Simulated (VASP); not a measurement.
# ZrS2 (P-3m1) in VASP: a series of runs

Aim: see how the results for ZrS2 move with the level of theory and the settings. Levels: PBE+D3(BJ), rev-vdW-DF2. Tasks: relaxation of cell and atoms.

All numbers are computed with VASP 6.6.1; they aren't measurements. Logs are shortened: lines on timing, memory, paths and dates and some standing lists are left out, and cuts for length are marked.

### 1 The crystal as given

It takes space group P-3m1 (No. 164, trigonal). Conventional cell: a = 3.691 Å, b = 3.691 Å, c = 6.041 Å, α = 90.00°, β = 90.00°, γ = 120.00°. Zr (site symmetry -3m) has 6 S at 2.57 Å as nearest neighbours. Around S (site symmetry 3m) lie 3 Zr at 2.57 Å.

The cell is a database's computed one.

### 2 Relaxation of cell and atoms, PBE+D3(BJ)

INCAR

```
ALGO = Normal
EDIFF = 1E-6
EDIFFG = -0.01
ENCUT = 600
GGA = PE
IBRION = 2
ISIF = 3
ISMEAR = 0
IVDW = 12
KPAR = 2
LASPH = T
LCHARG = F
LREAL = F
LWAVE = F
NELM = 80
NSW = 90
PREC = Accurate
SIGMA = 0.03
```

KPOINTS

```
k-points
0
Gamma
  9 9 5
```

POSCAR

```
ZrS2
1.0
    3.6913825498      0.0000000000      0.0000000000
   -1.8456912749      3.1968310632      0.0000000000
    0.0000000000      0.0000000000      6.0410770100
Zr S
1 2
Direct
    0.0000000000      0.0000000000      0.0000000000
    0.6666666700      0.3333333300      0.7620900300
    0.3333333300      0.6666666700      0.2379099700
```

Potentials or basis: VASP PAW PBE potentials, release 64 (Zr_sv, S).

Launch:

```
$ cat potpaw_PBE.64/Zr_sv/POTCAR potpaw_PBE.64/S/POTCAR > POTCAR
$ mpirun -np 2 vasp_std > vasp.out
```

OUTCAR:

```text
EDIFF = 1E-6
   EDIFFG = -0.01
   ENCUT = 600
   GGA = PE
   IBRION = 2
   ISIF = 3
   ISMEAR = 0
   IVDW = 12
   LASPH = T
   LREAL = F
   NELM = 80
   NSW = 90
   PREC = Accurate
 IVDW          = 12

 ion  position               nearest neighbor table
   1  0.000  0.000  0.000-   2 2.57   3 2.57   3 2.57   2 2.57   2 2.57   3 2.57
   2  0.667  0.333  0.762-   1 2.57   1 2.57   1 2.57
   3  0.333  0.667  0.238-   1 2.57   1 2.57   1 2.57

  LATTYP: Found a hexagonal cell.
 ALAT       =     3.6913825498
 C/A-ratio  =     1.6365350728

  Lattice vectors:

 A1 = (   3.6913825498,   0.0000000000,   0.0000000000)
 A2 = (  -1.8456912749,   3.1968310632,   0.0000000000)
 A3 = (   0.0000000000,   0.0000000000,   6.0410770100)

Analysis of symmetry for initial positions (statically):
=====================================================================
 Subroutine PRICEL returns:
 Original cell was already a primitive cell.

 Routine SETGRP: Setting up the symmetry group for a
 hexagonal supercell.

 Subroutine GETGRP returns: Found 12 space group operations
 (whereof 12 operations were pure point group operations)
 out of a pool of 24 trial point group operations.

The static configuration has the point symmetry D_3d.

Analysis of symmetry for dynamics (positions and initial velocities):
=====================================================================
 Subroutine PRICEL returns:
 Original cell was already a primitive cell.

 Routine SETGRP: Setting up the symmetry group for a
 hexagonal supercell.

 Subroutine GETGRP returns: Found 12 space group operations
 (whereof 12 operations were pure point group operations)
 out of a pool of 24 trial point group operations.

The dynamic configuration has the point symmetry D_3d.

 Subroutine INISYM returns: Found 12 space group operations
 (whereof 12 operations are pure point group operations),
 and found     1 'primitive' translations

----------------------------------------------------------------------------------------

                                     Primitive cell

  volume of cell :      71.2891

  direct lattice vectors                    reciprocal lattice vectors
     3.691382550  0.000000000  0.000000000     0.270901210  0.156404887  0.000000000
    -1.845691275  3.196831063  0.000000000     0.000000000  0.312809773  0.000000000
     0.000000000  0.000000000  6.041077010     0.000000000  0.000000000  0.165533397

  length of vectors
     3.691382550  3.691382550  6.041077010     0.312809773  0.312809773  0.165533397

  position of ions in fractional coordinates (direct lattice)
     0.000000000  0.000000000  0.000000000
     0.666666670  0.333333330  0.762090030
     0.333333330  0.666666670  0.237909970

  ion indices of the primitive-cell ions
   primitive index   ion index
                 1           1
                 2           2
                 3           3

----------------------------------------------------------------------------------------

 KPOINTS: k-points

Automatic generation of k-mesh.
 Grid dimensions read from file:
 generate k-points for:    9    9    5

 Generating k-lattice:

  Cartesian coordinates                     Fractional coordinates (reciprocal lattice)
     0.030100134  0.017378321  0.000000000     0.111111111  0.000000000  0.000000000
     0.000000000  0.034756641  0.000000000     0.000000000  0.111111111  0.000000000
     0.000000000  0.000000000  0.033106679     0.000000000  0.000000000  0.200000000

  Length of vectors
     0.034756641  0.034756641  0.033106679

  Shift w.r.t. Gamma in fractional coordinates (k-lattice)
     0.000000000  0.000000000  0.000000000

 Subroutine IBZKPT returns following result:
 ===========================================

 Found     50 irreducible k-points:

 Following reciprocal coordinates:
            Coordinates               Weight
  0.000000  0.000000  0.000000      1.000000
  0.111111 -0.000000  0.000000      6.000000
  0.222222  0.000000  0.000000      6.000000
  0.333333  0.000000  0.000000      6.000000
  0.444444  0.000000  0.000000      6.000000
  0.111111  0.111111  0.000000      6.000000
[... 16 lines left out ...]
  0.222222  0.111111  0.200000     12.000000
 -0.111111  0.333333  0.200000     12.000000
 [... further k-points ...]
   k-points           NKPTS =     50   k-points in BZ     NKDIM =     50   number of bands    NBANDS=     16
   number of dos      NEDOS =    301   number of ions     NIONS =      3
   total plane-waves  NPLWV =  43200
   dimension x,y,z NGX =    30 NGY =   30 NGZ =   48
   dimension x,y,z NGXF=    60 NGYF=   60 NGZF=   96
   ions per type =               1   2
   NGX,Y,Z   is equivalent  to a cutoff of  13.51, 13.51, 13.21 a.u.
   NGXF,Y,Z  is equivalent  to a cutoff of  27.02, 27.02, 26.42 a.u.
 SYSTEM =  unknown system
   PREC   = accura    normal or accurate (medium, high low for compatibility)
   ISTART =      0    job   : 0-new  1-cont  2-samecut
   ICHARG =      2    charge: 1-file 2-atom 10-const
   ISPIN  =      1    spin polarized calculation?
   LNONCOLLINEAR =      F non collinear calculations
   LSORBIT =      F    spin-orbit coupling
   LASPH  =      T    aspherical Exc in radial PAW
   ENCUT  =  600.0 eV  44.10 Ry    6.64 a.u.   7.37  7.37 12.07*2*pi/ulx,y,z
   NELM   =     80;   NELMIN=  2; NELMDL= -5     # of ELM steps
   EDIFF  = 0.1E-05   stopping-criterion for ELM
   LREAL  =      F    real-space projection
   EDIFFG = -.1E-01   stopping-criterion for IOM
   NSW    =     90    number of steps for IOM
   IBRION =      2    ionic relax: 0-MD 1-quasi-New 2-CG
   NFREE  =      1    steps in history (QN), initial steepest desc. (CG)
   ISIF   =      3    stress and relaxation
   ISYM   =      2    0-nonsym 1-usesym 2-fastsym
   POTIM  = 0.5000    time-step for ionic-motion
   TEBEG  =    0.0;   TEEND  =   0.0 temperature during run
   PSTRESS=    0.0 pullay stress
   NELECT =      24.0000    total number of electrons
   NUPDOWN=      -1.0000    fix difference up-down
   EMIN   =  10.00;   EMAX   =-10.00  energy-range for DOS
   EFERMI =   0.00;   METHOD = LEGACY
   ISMEAR =     0;   SIGMA  =   0.03  broadening in eV -4-tet -1-fermi 0-gaus
   EFERMI_NEDOS =   21; number of points for ismear=-14 and -15
   IALGO  =     38    algorithm
   IMIX   =      4    mixing-type and parameters
     AMIX     =   0.40;   BMIX     =  1.00
     AMIX_MAG =   1.60;   BMIX_MAG =  1.00
  volume/ion in A,a.u.               =      23.76       160.36
  Fermi-wavevector in a.u.,A,eV,Ry     =   1.138861  2.152136 17.646828  1.297005
  Thomas-Fermi vector in A             =   2.275565
   LORBIT       =      0    0 simple, 1 ext, 2 COOP (PROOUT), +10 PAW based schemes
   GGA     = PE    functional components
   LHFCALC =     F    Hartree Fock is set to
   AEXX    =    0.0000 exact exchange contribution
   IVDW    =    12    specifies the selected vdW correction
   LEPSILON=     F    determine dielectric tensor
   LRPA    =     F    only Hartree local field effects (RPA)
 conjugate gradient relaxation of ions
 non-spin polarized calculation
 Gauss-broadening in eV      SIGMA  =   0.03
  energy-cutoff  :      600.00
  volume of cell :       71.29
 maximum number of plane-waves:      2430
 NGX is ok and might be reduce to    30
   NGX = 15   NGY = 15   NGZ = 25

--------------------------------------- Ionic step        1  -------------------------------------------

 number of electron      23.9999998 magnetization

 Free energy of the ion-electron system (eV)
  ---------------------------------------------------
  ext. energy  EPLUGINS =         0.00000000
  ---------------------------------------------------
  free energy    TOTEN  =       -21.42573670 eV

  energy without entropy =      -21.42573670  energy(sigma->0) =      -21.42573670

------------------------ aborting loop because EDIFF is reached ----------------------------------------

 Edisp (eV)   -0.99101

 E8    (eV) :    -0.4197
[... 108 lines left out ...]
  FREE ENERGIE OF THE ION-ELECTRON SYSTEM (eV)
  ---------------------------------------------------
  free  energy   TOTEN  =       -22.4276868984 eV

  energy  without entropy=      -22.4276868984  energy(sigma->0) =      -22.42768690

 E-fermi :   6.4764     XC(G=0): -10.1557

 val. band max:        6.2957975557   @ k =   0.0000   0.0000   0.0000
 cond. band min:       6.6766701676   @ k =   0.0000   0.4444   0.4000
 fundamental gap:      0.3808726119
 Fermi energy:         6.4764352894

 k-point     1 :       0.0000    0.0000    0.0000
  band No.  band energies     occupation
      1     -43.1038      2.00000
      2     -21.1950      2.00000
      3     -21.0214      2.00000
      4     -21.0214      2.00000
      5      -7.2763      2.00000
      6      -5.3172      2.00000
[... 433 lines left out ...]
      3     -21.1530      2.00000
      4     -21.0733      2.00000
      5      -6.4415      2.00000
      6      -5.6082      2.00000
[... 8 lines left out ...]
     15       9.3151      0.00000
     16      10.2855      0.00000

 [... further k-points ...]

[... ionic steps 4 to 9 ...]

--------------------------------------- Ionic step       10  -------------------------------------------

 number of electron      23.9999999 magnetization

------------------------ aborting loop because EDIFF is reached ----------------------------------------
[... 77 lines left out ...]
--------------------------------------- Ionic step       12  -------------------------------------------

 number of electron      24.0000000 magnetization

 Free energy of the ion-electron system (eV)
  ---------------------------------------------------
  ext. energy  EPLUGINS =         0.00000000
  ---------------------------------------------------
  free energy    TOTEN  =       -21.36876059 eV

  energy without entropy =      -21.36876059  energy(sigma->0) =      -21.36876059

 E-fermi :   5.4247     XC(G=0):  -9.8155

 val. band max:        5.2536682303   @ k =   0.0000   0.0000   0.0000
 cond. band min:       5.9567307898   @ k =   0.0000   0.4444   0.4000
 fundamental gap:      0.7030625595
 Fermi energy:         5.4247186708

 k-point     1 :       0.0000    0.0000    0.0000
  band No.  band energies     occupation
      1     -43.8520      2.00000
      2     -21.9290      2.00000
      3     -21.7634      2.00000
      4     -21.7634      2.00000
      5      -7.7503      2.00000
      6      -6.1283      2.00000
[... 433 lines left out ...]
      3     -21.8883      2.00000
      4     -21.8136      2.00000
      5      -6.9613      2.00000
      6      -6.3356      2.00000
[... 8 lines left out ...]
     15       8.5801      0.00000
     16       9.5598      0.00000

 [... further k-points ...]

------------------------ aborting loop because EDIFF is reached ----------------------------------------

 Edisp (eV)   -1.08878

 E8    (eV) :    -0.4624
[... 26 lines left out ...]
  FREE ENERGIE OF THE ION-ELECTRON SYSTEM (eV)
  ---------------------------------------------------
  free  energy   TOTEN  =       -22.4575449568 eV

  energy  without entropy=      -22.4575449568  energy(sigma->0) =      -22.45754496

 reached required accuracy - stopping structural energy minimisation
```

It took 1.8 min on 2 MPI ranks of Intel Xeon 6975P-C (Granite Rapids), shared host; peak memory 0.26 GiB.

Results:

```
Free energy                            : -22.4575 eV
Relaxed volume                         : 21.84 Å³/atom
Relaxed cell                           : a = 3.635 Å, b = 3.635 Å, c = 5.725 Å, α = 90.00°, β = 90.00°, γ = 120.00°
Space group after relaxing (to 0.05 Å) : P-3m1 (No. 164)
Energy gained by relaxing              : 13.6 meV/atom
Ionic steps                            : 12
Pressure after relaxing                : 0.0 GPa
Band gap on the k mesh                 : 0.70 eV, indirect (least direct gap 1.42 eV)
Dispersion energy per atom             : -0.363 eV
```

Forces on the atoms (eV/Å):
```
Zr   0.000  0.000  0.000
S    0.000  0.000 -0.002
S    0.000  0.000  0.002
```

The path:
| step | energy change (eV) | largest force (eV/Å) | pressure (GPa) | volume (Å³) |
| --- | --- | --- | --- | --- |
| 1 | 0.0000 | 0.0633 | -1.91 | 71.29 |
| 2 | -0.0046 | 0.4994 | 1.84 | 68.40 |
| 3 | -0.0109 | 0.3056 | 0.15 | 69.63 |
| 4 | -0.0179 | 0.2029 | 0.02 | 69.18 |
| 5 | -0.0218 | 0.0401 | -0.18 | 68.48 |
| 6 | -0.0279 | 0.0380 | -0.13 | 67.81 |
| 7 | -0.0396 | 0.0286 | 0.18 | 65.81 |
| 8 | -0.0049 | 0.0661 | 1.74 | 61.81 |
| 9 | -0.0399 | 0.0798 | 0.57 | 65.35 |
| 10 | -0.0309 | 0.2838 | -2.04 | 66.27 |
| 11 | -0.0408 | 0.0047 | -0.04 | 65.56 |
| 12 | -0.0408 | 0.0023 | -0.03 | 65.52 |

Final structure:
```cif
data_structure
_symmetry_space_group_name_H-M 'P 1'
_symmetry_Int_Tables_number 1
_cell_length_a 3.6352
_cell_length_b 3.6352
_cell_length_c 5.7250
_cell_angle_alpha 90.000
_cell_angle_beta 90.000
_cell_angle_gamma 120.000
_cell_volume 65.52
loop_
_atom_site_label
_atom_site_type_symbol
_atom_site_fract_x
_atom_site_fract_y
_atom_site_fract_z
_atom_site_occupancy
Zr1 Zr 0.00000 0.00000 0.00000 1
S1 S 0.66667 0.33333 0.74487 1
S2 S 0.33333 0.66667 0.25513 1
```

Caveat: an odd mesh through Γ misses points on the zone boundary, where band edges often lie.

(Part 1 of 3 ends here.)
